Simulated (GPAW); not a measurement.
A run of GPAW 26.7.0 is set up as follows.

File run.py:

```python
from ase.filters import FrechetCellFilter
from ase.io import write
from ase.optimize import FIRE
from ase.spacegroup import crystal
from gpaw import GPAW, PW, setup_paths

setup_paths.insert(0, '.')

# Ru 2c
atoms = crystal(['Ru'],
                basis=[[0.6666666667, 0.3333333333, 0.75]],
                spacegroup=194, setting=1,  # P6_3/mmc
                cellpar=[2.7058, 2.7058, 4.2819, 90.0, 90.0, 120.0],
                primitive_cell=True)

calc = GPAW(mode=PW(600),
            xc='GGA_X_OPTX+GGA_C_LYP',
            kpts={'size': (8, 8, 5), 'gamma': True},
            occupations={'name': 'fermi-dirac', 'width': 0.05},
            nbands=29,
            convergence={'density': 1e-06, 'energy': 1e-06, 'eigenstates': 1e-10},
            eigensolver='davidson',
            maxiter=150,
            txt='gpaw.txt')
atoms.calc = calc
opt = FIRE(FrechetCellFilter(atoms), trajectory='relax.traj', logfile='-')
done = opt.run(fmax=0.02, steps=60)
calc.write('gs.gpw')
write('result.traj', atoms)
print('Converged:', done)
print('Cell:', atoms.cell.cellpar().round(4))
print('Volume:', round(atoms.get_volume(), 4))
print(atoms.get_scaled_positions().round(5))
```

Potentials or basis: PAW data sets generated in the run's folder for this functional, pw.

Command:

```console
$ gpaw-setup -f GGA_X_OPTX+GGA_C_LYP Ru
$ OMP_NUM_THREADS=1 python run.py
```

**Question.** Estimate the relaxed cell.

**Answer.** a = 2.700 Å, b = 2.700 Å, c = 4.269 Å, α = 90.00°, β = 90.00°, γ = 120.00°.

**Question.** Predict the space group after relaxing (to 0.05 Å).

**Answer.** P6_3/mmc (No. 194).

Final structure:
```xyz
2
Lattice="2.7005 0.0000 0.0000 -1.3502 2.3387 0.0000 0.0000 0.0000 4.2691" Properties=species:S:1:pos:R:3 pbc="T T T"
Ru    1.3502    0.7796    3.2018
Ru    0.0000    1.5591    1.0673
```

Caveat: later steps reuse the first step's grids.
